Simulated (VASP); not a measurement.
Here is a VASP 6.6.1 calculation.

The input INCAR:

```
SYSTEM = CuCl
  ALGO = Normal
  EDIFF = 1E-6
  ENCUT = 600
  GGA = PS
  GGA_COMPAT = .FALSE.
  ISIF = 2
  ISMEAR = 0
  LASPH = .TRUE.
  LCHARG = .FALSE.
  LREAL = .FALSE.
  LWAVE = .FALSE.
  NBANDS = 16
  NELM = 120
  PREC = Accurate
  SIGMA = 0.05
```

The input KPOINTS:

```
k-points
0
G
  12 12 12
  0 0 0
```

The input POSCAR:

```
CuCl
1.0
    0.0000000000      2.6450275563      2.6450275563
    2.6450275563      0.0000000000      2.6450275563
    2.6450275563      2.6450275563      0.0000000000
Cu Cl
1 1
Direct
    0.0000000000      0.0000000000      0.0000000000
    0.7500000000      0.7500000000      0.7500000000
```

Potentials or basis: VASP PAW PBE potentials, release 64 (Cu, Cl).

The run is started by

```bash
$ cat potpaw_PBE.64/Cu/POTCAR potpaw_PBE.64/Cl/POTCAR > POTCAR
$ mpirun -np 1 vasp_std > vasp.out
```

(1) Estimate the band gap on the k mesh.

(2) Predict the pressure.

Results:

(1) 0.56 eV, direct.

(2) 0.3 GPa.

Caveat: the PAW data sets were made with another functional, which shifts forces and pressure a little.

**Experimental background.**

From a printed reference work, data compilation, for a bulk crystal of CuCl at 4.2 K: band gap 3.399 eV (direct).

Against the measured gap of CuCl, 3.399 eV (direct; 4.2 K; a printed reference work, data compilation), the calculated 0.56 eV is off by -2.84 eV. So large a miss can be the level of theory's own, or it may mean another phase, state or a wrong row. The value is that of PBEsol on a finite k mesh, which can miss the band edges, without temperature or zero-point motion. Semilocal functionals fall short of measured gaps as a rule.
